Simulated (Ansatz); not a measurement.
**Ni$_{2}$Ge: strain energy, fitted**

Ni$_{2}$Ge, P6_3/mmc, a = 3.978 Å, c = 5.037 Å. The structure is a Materials Project entry; whether it is the stable form wasn't checked. Ansatz: r2SCAN, PAW, 500 eV, Γ-centred 12×12×8 mesh on 6 atoms, Gaussian smearing 0.10 eV; no spin polarisation. Series: biaxial strain in the a-b plane, c and atoms relaxed; x is the strain in per cent. y is the free energy over the unstrained cell, V0 = 11.507 Å³/atom.

| x (%) | y (meV/atom) |
| --- | --- |
| -3.0 | ? |
| -2.0 | 13.09 |
| -1.0 | 3.21 |
| 0.0 | 0.00 |
| 1.0 | 3.03 |
| 2.0 | 11.84 |
| 3.0 | 25.97 |

Problem. Fit y = c2 x² + c3 x³ to the other rows, turn c2 into a modulus, and predict the missing energy.

Solution. Least squares on the rows shown. y = 3.1175 x² − 0.077474 x³. In eV per unit strain² c2 is 31.18; M is the biaxial modulus (E = M V0 ε²): 31.18 × 160.2 / (11.507) = 434 GPa. At x = -3.0 the fit asked for gives 30.15 meV/atom. The run gave 30.07 meV/atom, so the fit is 0.08 meV/atom too high, a small miss on the scale of the series.